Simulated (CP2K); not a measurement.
PbO:

```
Pb O
1.0
     5.87600    0.00000    0.00000
     0.00000    5.47600    0.00000
     0.00000    0.00000    4.74300
Pb O
4 4
Direct
  0.76900 0.51400 0.25000
  0.23100 0.48600 0.75000
  0.76900 0.98600 0.75000
  0.23100 0.01400 0.25000
  0.13200 0.58200 0.25000
  0.86800 0.41800 0.75000
  0.13200 0.91800 0.75000
  0.86800 0.08200 0.25000
```

Base run:

```yaml
Program: CP2K 2026.2
Functional: PW91
Potentials_or_basis: POTENTIAL_UZH Pb GTH-PBE-q4, O GTH-PBE-q6; DZVP-MOLOPT-PBE-GTH basis
Density_cutoff: 11565 eV
k_mesh: 4 × 4 × 5
Occupations: fermi-dirac, width 0.05 eV
Spin: no spin polarisation
```

Its results: band gap on the k mesh 1.99 eV, indirect (least direct gap 2.27 eV); pressure 4.4 GPa; largest force 1.106 eV/Å.

The run is repeated on the same cell with these changes: functional from PW91 to BEEF-vdW. What comes out?

Band gap on the k mesh 2.12 eV, indirect (least direct gap 2.38 eV); pressure 5.2 GPa; largest force 1.085 eV/Å.

Caveats: the potentials were made for another functional, which shifts forces and pressure; spin-orbit coupling is left out, which as a rule narrows the gap of such compounds by several tenths of an eV; an odd mesh through Γ misses points on the zone boundary, where band edges often lie; the cell's inner coordinates are idealised or old, which leaves forces on the atoms; the basis of atomic orbitals isn't converged, which shifts pressures, moduli and gaps.
